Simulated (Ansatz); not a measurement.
# Al (Im-3m) in Ansatz: a series of runs

The runs below take Al through band structure, with PBEsol, RPBE, revPBE.

Program: Ansatz 0.2.0. These are calculated values, not measurements. Logs are shortened: lines on timing, memory, paths and dates and some standing lists are left out, and cuts for length are marked.

### Step 1. Starting point

Symmetry: Im-3m, No. 229, cubic system. The conventional cell has a = 3.182 Å, b = 3.182 Å, c = 3.182 Å, α = 90.00°, β = 90.00°, γ = 90.00°. Al (site symmetry m-3m) is surrounded by 8 Al at 2.76 Å.

This isn't the form of Al at room conditions, which is fcc.

### Step 2. Band structure, PBEsol

The input, input.yaml:

```yaml
crystal:
  lattice:
    - [-1.59121869, 1.59121869, 1.59121869]
    - [1.59121869, -1.59121869, 1.59121869]
    - [1.59121869, 1.59121869, -1.59121869]
  atoms:
    - { symbol: Al, position: [0.0, 0.0, 0.0] }
hamiltonian:
  xc: pbesol
  pseudopotentials: { kind: paw }
kpoints:
  mp_grid: { grid: [12, 12, 12] }
  band_path:
    path:
      - [[0.0, 0.0, 0.0], [0.5, -0.5, 0.5], [0.0, 0.0, 0.5], [0.0, 0.0, 0.0], [0.25, 0.25, 0.25], [0.5, -0.5, 0.5]]
      - [[0.25, 0.25, 0.25], [0.0, 0.0, 0.5]]
    npoints: 14
scf:
  occupations: { method: fermi_dirac, width: 0.05 }
  n_extra_bands: 6
output:
  forces: true
  stress: true
  eigenvalues: true
  fatbands: false
```

Potentials or basis: Ansatz PAW.

The run is started by

```
> ansatz run input.yaml --threads 2 --pin off --max-ram 5632MiB --backend cpu --events-out ev --progress --plain --runs-dir out
```

The program printed:

```text
Warning: RAYON_NUM_THREADS=2 ignored (pool sized by the plan → 2); use --threads N
scf.n_extra_bands = 6 over 2 filled bands (N_el = 3.0): the run solves 8 bands
Engine: ansatz 0.2.0, aarch64-unknown-linux-gnu
Pseudopotentials: kind: paw
Pseudopotential: Al, paw, valence charge 3, recommended cutoff 420 eV (normal), Al.paw.azcp
Functional definition: PBEsol
  exchange = pbesol_x
  correlation = pbesol_c
Crystal: 1 atoms, lattice volume = 16.116 Å³
Basis set: ecut = 420 eV, 321 PW (Γ), exchange–correlation on 40×40×40 points (8 copies of the dense FFT grid, shifted against one another)
Bands: 8, of which v1, the nominal top of the filled ones, is band 2 counted from 1 (1 counted from 0)
Symmetry: 48 space group operations
Space group: Im-3m (ITA 229), of the structure as read, at distance tolerance 2.5e-5 Å
k-points: 72 of 1728
Non-local potential: Al, projectors of the file, l = 0: 2, l = 1: 2, l = 2: 1
PAW form: soft (Blöchl's): semilocal exchange-correlation on the pseudo side does not see the compensation charge
PAW frozen core: Al, regenerated for the run's functional, and the local potential with it (the file was generated under x = pbe(κ = 0.804, μ = 0.2195149727645171), c = pbe(β = 0.06672455060314922))
PAW one-centre angular grid: Al, 110 points (default); XC on 64 Gauss nodes
Initial density: superposition of atomic densities (neutral atoms: chi_scale 0, normalization atom), corrected by the library's trained network
Initial wavefunctions: pseudopotential atomic-orbital guess
Functional: x = pbesol(κ = 0.804, μ = 0.12345679012345678), c = pbesol(β = 0.046)
SCF iter   1: F=—  HF=-524.443526 eV  |F-HF|=—  |Δ(HF+E_count)|=         —  Δρ=4.28e-4  dr2=7.69e-6  ethr=1.77e-3  ⟨swp⟩=4.6  Hψ=4430  notcnv=0  defer=2
preconditioner: auto → none  [metal: Δε(μ)=0.059 eV  Ē_g=16.509 eV  σ=0.050 eV  W_gap=0.28  n_scr=0 (ndim 8)  ℏωp=16.0 eV  f_vac=0.000  D(μ)=0.50/eV (n_scr^D=0)]
SCF iter   2: F=—  HF=-524.443528 eV  |F-HF|=—  |Δ(HF+E_count)|=   2.16e-6  Δρ=2.16e-4  dr2=1.93e-6  ethr=2.56e-7  ⟨swp⟩=1.9  Hψ=1252  notcnv=0  defer=28
iter 3 did not close the SCF: its close was put off for the readings that it lacked (scf_convergence_deferred on its scf_iter line)
SCF iter   3: F=-524.443528 eV  HF=-524.443528 eV  |F-HF|=2.17e-8  |Δ(HF+E_count)|=   1.87e-7  Δρ=1.69e-5  dr2=4.62e-8  ethr=6.42e-8  ⟨swp⟩=2.0  Hψ=580  notcnv=0  defer=28
iter 4 did not close the SCF: its close was put off for the readings that it lacked (scf_convergence_deferred on its scf_iter line)
SCF iter   4: F=-524.443528 eV  HF=-524.443528 eV  |F-HF|=2.53e-9  |Δ(HF+E_count)|=   1.74e-8  Δρ=8.03e-6  dr2=8.78e-9  ethr=1.54e-9  ⟨swp⟩=1.0  Hψ=472  notcnv=0  defer=28
iter 5 did not close the SCF: its close was put off for the readings that it lacked (scf_convergence_deferred on its scf_iter line)
SCF iter   5: F=-524.443528 eV  HF=-524.443528 eV  |F-HF|=3.41e-13  |Δ(HF+E_count)|=   2.25e-9  Δρ=6.93e-8  dr2=4.25e-13  ethr=2.93e-10  ⟨swp⟩=1.0  Hψ=474  notcnv=0  defer=28
SCF iter   6: F=-524.443528 eV  HF=-524.443528 eV  |F-HF|=0.00e0  |Δ(HF+E_count)|=  3.41e-13  Δρ=2.47e-8  dr2=1.09e-13  ethr=1.00e-12  ⟨swp⟩=3.7  Hψ=2390  notcnv=0
SCF 1 converged in 6 iterations: F = -524.443528 eV  dr2 = 1.09e-13
NSCF: frozen V_eff on 86 k-points
SCF converged after 6 iterations
Free energy (F): -524.443528 eV
Harris-Foulkes:  -524.443528 eV  (|F-HF|=0.00e0)
Internal energy: -524.439407 eV  (E = F + TS)
E sigma→0 (E₀):  -524.441468 eV
Entropy (-TS):   -0.004121 eV (-4.121 meV/atom)
Fermi energy:    8.112343 eV
--- Per-component energies (eV) ---
  E_band       = 11.020993
  E_kinetic    = 23.121605
  E_local      = 10.158456  (includes V_loc(G=0)·N_el)
  E_nonlocal   = 10.595877
  E_hartree    = 0.069539
  E_xc         = -39.553714
  E_vxc        = -29.335999  (∫ρ·V_xc dr)
  E_paw        = -454.750962  (= ΣΔE_a)
  E_vpaw       = -3.658021  (= ΣTr[D̂ρ^β])
  E_aug_tail   = -0.000002  (compensation charges beyond the density's cutoff)
  E_ewald      = -74.099344
  E_core_change = 0.019139  (= ΣΔE_core)
  E_smearing   = -0.004121  (= −TS)
  E_closure    = 0.000000  (closes the sum)
  Σ components = -524.443528   (vs F -524.443528, Δ=0.00e0)
--- Forces (eV/Å), atoms counted from 1 ---
  atom   1  Al    -0.00000000     0.00000000    -0.00000000
  max |Σ_I F_I| component: 4.37e-33 eV/Å
--- Stress (GPa, compression-positive) ---
        2.246812      -0.000000      -0.000000
        0.000000       2.246812      -0.000000
        0.000000       0.000000       2.246812
  P = ⅓ Tr σ = 2.2468 GPa (22.468 kbar)
--- Band table (eV; the first three rows and the last of 72) ---
  k-point 0: bands = ["-3.1515", "21.4136", "21.4136", "21.4136", "23.1410", "23.1410", "23.1410", "24.4972"]
  k-point 1: bands = ["-2.9487", "19.3094", "20.3149", "20.6695", "22.3021", "23.2798", "23.8509", "24.5685"]
  k-point 2: bands = ["-2.3422", "15.8787", "18.9550", "19.3220", "20.9638", "22.1285", "24.8050", "25.1468"]
  k-point 71: bands = ["10.0387", "10.0387", "10.0387", "11.0600", "11.0600", "13.9964", "33.2465", "33.2465"]
```

Wall time 0.51 s (2 threads of Arm Neoverse V2, shared host); peak memory 0.24 GiB.

What came out:

```
Free energy            : -524.4435 eV
Pressure               : 2.2 GPa
Band gap on the k mesh : none (metal or under the smearing width)
```

Levels at the corners of the path, in eV from the Fermi level:
| point | band 1 | band 2 | band 3 | band 4 |
| --- | --- | --- | --- | --- |
| Γ | -11.26 | 13.30 | 13.30 | 13.30 |
| H | 1.93 | 1.93 | 1.93 | 2.95 |
| N | -4.38 | -3.87 | 8.29 | 8.35 |
| Γ | -11.26 | 13.30 | 13.30 | 13.30 |
| P | -1.00 | -1.00 | -1.00 | 0.54 |
| H | 1.93 | 1.93 | 1.93 | 2.95 |
| P | -1.00 | -1.00 | -1.00 | 0.54 |
| N | -4.38 | -3.87 | 8.29 | 8.35 |

Caveat: the PAW data sets come from PBE, with cores solved anew for the run's functional, which leaves a small shift of forces and pressure.

### Step 3. Band structure, RPBE

input.yaml, as its differences from that of step 2:

```diff
@@ -8,3 +8,3 @@
 hamiltonian:
-  xc: pbesol
+  xc: rpbe
   pseudopotentials: { kind: paw }
```

Potentials or basis: Ansatz PAW.

The run is started by

```
> ansatz run input.yaml --threads 2 --pin off --max-ram 5632MiB --backend cpu --events-out ev --progress --plain --runs-dir out
```

Wall time 0.51 s (2 threads of Arm Neoverse V2, shared host); peak memory 0.24 GiB.

It converged, with:

```yaml
Free_energy: -540.3265 eV
Pressure: 5.3 GPa
Band_gap_on_the_k_mesh: none (metal or under the smearing width)
```

Levels at the corners of the path, in eV from the Fermi level:
```
point  band 1  band 2  band 3  band 4
    Γ  -11.29   13.35   13.35   13.35
    H    1.93    1.93    1.93    2.90
    N   -4.42   -3.86    8.28    8.42
    Γ  -11.29   13.35   13.35   13.35
    P   -1.03   -1.03   -1.03    0.63
    H    1.93    1.93    1.93    2.90
    P   -1.03   -1.03   -1.03    0.63
    N   -4.42   -3.86    8.28    8.42
```

Caveat: the PAW data sets come from PBE, with cores solved anew for the run's functional, which leaves a small shift of forces and pressure.

### Step 4. Band structure, revPBE

input.yaml, as its differences from that of step 3:

```diff
@@ -8,3 +8,3 @@
 hamiltonian:
-  xc: rpbe
+  xc: revpbe
   pseudopotentials: { kind: paw }
```

Potentials or basis: Ansatz PAW.

The run is started by

```
> ansatz run input.yaml --threads 2 --pin off --max-ram 5632MiB --backend cpu --events-out ev --progress --plain --runs-dir out
```

The program printed:

```text
Warning: RAYON_NUM_THREADS=2 ignored (pool sized by the plan → 2); use --threads N
scf.n_extra_bands = 6 over 2 filled bands (N_el = 3.0): the run solves 8 bands
[... 3 set-up lines as earlier in the session ...]
Functional definition: revPBE
  parameter kappa = 1.245
  parameter beta = 0.06672455060314922
  exchange = pbe_x(kappa = kappa, mu = beta*pi^2/3)
  correlation = pbe_c(beta = beta)
Crystal: 1 atoms, lattice volume = 16.116 Å³
Basis set: ecut = 420 eV, 321 PW (Γ), exchange–correlation on 40×40×40 points (8 copies of the dense FFT grid, shifted against one another)
Bands: 8, of which v1, the nominal top of the filled ones, is band 2 counted from 1 (1 counted from 0)
[... 2 set-up lines as earlier in the session ...]
k-points: 72 of 1728
[... 6 set-up lines as earlier in the session ...]
Functional: x = revpbe(κ = 1.245, μ = 0.2195149727645171), c = pbe(β = 0.06672455060314922)
SCF iter   1: F=—  HF=-539.507833 eV  |F-HF|=—  |Δ(HF+E_count)|=         —  Δρ=1.93e-3  dr2=5.85e-4  ethr=1.77e-3  ⟨swp⟩=4.6  Hψ=4382  notcnv=0  defer=1
preconditioner: auto → none  [metal: Δε(μ)=0.035 eV  Ē_g=16.575 eV  σ=0.050 eV  W_gap=0.17  n_scr=0 (ndim 8)  ℏωp=16.0 eV  f_vac=0.000  D(μ)=0.52/eV (n_scr^D=0)]
SCF iter   2: F=—  HF=-539.507663 eV  |F-HF|=—  |Δ(HF+E_count)|=   1.70e-4  Δρ=9.06e-4  dr2=1.28e-4  ethr=1.95e-5  ⟨swp⟩=1.0  Hψ=1153  notcnv=0  defer=19
SCF iter   3: F=—  HF=-539.507624 eV  |F-HF|=—  |Δ(HF+E_count)|=   3.91e-5  Δρ=1.99e-5  dr2=4.21e-8  ethr=4.26e-6  ⟨swp⟩=1.9  Hψ=565  notcnv=0  defer=19
SCF iter   4: F=—  HF=-539.507619 eV  |F-HF|=—  |Δ(HF+E_count)|=   4.88e-6  Δρ=2.99e-6  dr2=5.66e-10  ethr=1.40e-9  ⟨swp⟩=2.0  Hψ=575  notcnv=0  defer=19
iter 5 did not close the SCF: its close was put off for the readings that it lacked (scf_convergence_deferred on its scf_iter line)
SCF iter   5: F=-539.507619 eV  HF=-539.507619 eV  |F-HF|=1.25e-12  |Δ(HF+E_count)|=  8.90e-10  Δρ=1.62e-7  dr2=2.74e-12  ethr=1.89e-11  ⟨swp⟩=2.0  Hψ=575  notcnv=0  defer=19
SCF iter   6: F=-539.507619 eV  HF=-539.507619 eV  |F-HF|=2.27e-13  |Δ(HF+E_count)|=  1.59e-12  Δρ=9.11e-9  dr2=7.77e-15  ethr=1.00e-12  ⟨swp⟩=3.7  Hψ=2388  notcnv=0
SCF 1 converged in 6 iterations: F = -539.507619 eV  dr2 = 7.77e-15
NSCF: frozen V_eff on 86 k-points
SCF converged after 6 iterations
Free energy (F): -539.507619 eV
Harris-Foulkes:  -539.507619 eV  (|F-HF|=2.27e-13)
Internal energy: -539.503400 eV  (E = F + TS)
E sigma→0 (E₀):  -539.505509 eV
Entropy (-TS):   -0.004219 eV (-4.219 meV/atom)
Fermi energy:    8.262625 eV
--- Per-component energies (eV) ---
  E_band       = 11.429665
  E_kinetic    = 23.074188
  E_local      = 10.524548  (includes V_loc(G=0)·N_el)
  E_nonlocal   = 10.249337
  E_hartree    = 0.073074
  E_xc         = -39.962101
  E_vxc        = -29.064406  (∫ρ·V_xc dr)
  E_paw        = -469.348740  (= ΣΔE_a)
  E_vpaw       = -3.500148  (= ΣTr[D̂ρ^β])
  E_aug_tail   = -0.000001  (compensation charges beyond the density's cutoff)
  E_ewald      = -74.099344
  E_core_change = -0.014361  (= ΣΔE_core)
  E_smearing   = -0.004219  (= −TS)
  E_closure    = 0.000000  (closes the sum)
  Σ components = -539.507619   (vs F -539.507619, Δ=0.00e0)
--- Forces (eV/Å), atoms counted from 1 ---
  atom   1  Al    -0.00000000    -0.00000000    -0.00000000
  max |Σ_I F_I| component: 1.54e-33 eV/Å
--- Stress (GPa, compression-positive) ---
        4.953603      -0.000000      -0.000000
       -0.000000       4.953603       0.000000
        0.000000       0.000000       4.953603
  P = ⅓ Tr σ = 4.9536 GPa (49.536 kbar)
--- Band table (eV; the first three rows and the last of 72) ---
  k-point 0: bands = ["-3.0217", "21.6024", "21.6024", "21.6024", "23.4414", "23.4414", "23.4414", "24.6789"]
  k-point 1: bands = ["-2.8188", "19.4976", "20.5278", "20.8417", "22.5427", "23.4557", "24.1063", "24.8470"]
  k-point 2: bands = ["-2.2119", "16.0466", "19.1708", "19.4778", "21.1674", "22.3229", "25.0378", "25.3643"]
  k-point 71: bands = ["10.1914", "10.1914", "10.1914", "11.1709", "11.1709", "14.2747", "33.5627", "33.5627"]
```

bands.tsv:

```text
# k_distance	band_0	band_1	band_2	band_3	band_4	band_5	band_6	band_7
# fermi_ev = 8.262625
# lock_threshold_ev = 1e-6
# [0, 0, 0] at k_distance = 0.000000
# [0.5, -0.5, 0.5] at k_distance = 1.974331
# [0, 0, 0.5] at k_distance = 3.370394
# [0, 0, 0] at k_distance = 4.766457
[... 88 lines left out ...]
8.679682	-3.568726	-2.980274	3.202181	4.123142	16.694893	16.942208	21.331401	22.713490
8.750194	-3.792959	-3.210513	3.940365	4.820050	15.594275	15.987329	21.207699	22.595359
8.820705	-3.982590	-3.407008	4.708948	5.535571	14.506671	15.046268	21.096151	22.487037
8.891217	-4.137729	-3.568791	5.504630	6.260154	13.442306	14.132695	21.000244	22.392745
8.961729	-4.258436	-3.695201	6.320300	6.976577	12.413557	13.266944	20.922969	22.315847
9.032241	-4.344596	-3.785800	7.137183	7.647250	11.442380	12.487999	20.866412	22.259072
9.102753	-4.396218	-3.840260	7.888582	8.184400	10.597652	11.885589	20.831950	22.224435
9.173265	-4.413399	-3.858426	8.278724	8.408325	10.176420	11.640099	20.820430	22.212803
```

Wall time 0.51 s (2 threads of Arm Neoverse V2, shared host); peak memory 0.24 GiB.

What came out:

```
Free energy            : -539.5076 eV
Pressure               : 5.0 GPa
Band gap on the k mesh : none (metal or under the smearing width)
```

Levels at the corners of the path, in eV from the Fermi level:
| point | band 1 | band 2 | band 3 | band 4 | band 5 | band 6 |
| --- | --- | --- | --- | --- | --- | --- |
| Γ | -11.28 | 13.34 | 13.34 | 13.34 | 15.18 | 15.18 |
| H | 1.93 | 1.93 | 1.93 | 2.91 | 2.91 | 6.01 |
| N | -4.41 | -3.86 | 8.28 | 8.41 | 10.18 | 11.64 |
| Γ | -11.28 | 13.34 | 13.34 | 13.34 | 15.18 | 15.18 |
| P | -1.03 | -1.03 | -1.03 | 0.61 | 21.99 | 21.99 |
| H | 1.93 | 1.93 | 1.93 | 2.91 | 2.91 | 6.01 |
| P | -1.03 | -1.03 | -1.03 | 0.61 | 21.99 | 21.99 |
| N | -4.41 | -3.86 | 8.28 | 8.41 | 10.18 | 11.64 |

Caveat: the PAW data sets come from PBE, with cores solved anew for the run's functional, which leaves a small shift of forces and pressure.

### Step 5. Overview

| level | gap on the mesh (eV) | pressure (GPa) |
| --- | --- | --- |
| PBEsol | none | 2.2 |
| RPBE | none | 5.3 |
| revPBE | none | 5.0 |

Alike in all rows: task band structure; potentials or basis Ansatz PAW; no spin polarisation; cell as given; k mesh 12 × 12 × 12; cutoff (eV) 420; smearing fermi-dirac 0.05 eV.

Every run on the cell as given and a fine mesh finds a metal. The pressure there spans 2.2 GPa (PBEsol) to 5.3 GPa (RPBE); a positive pressure means that this level wants a larger cell, a negative one a smaller.

Caveats: the PAW data sets come from PBE, with cores solved anew for the run's functional, which leaves a small shift of forces and pressure.

Total energies depend on the potentials used, so only differences within one code and one set of settings carry meaning.
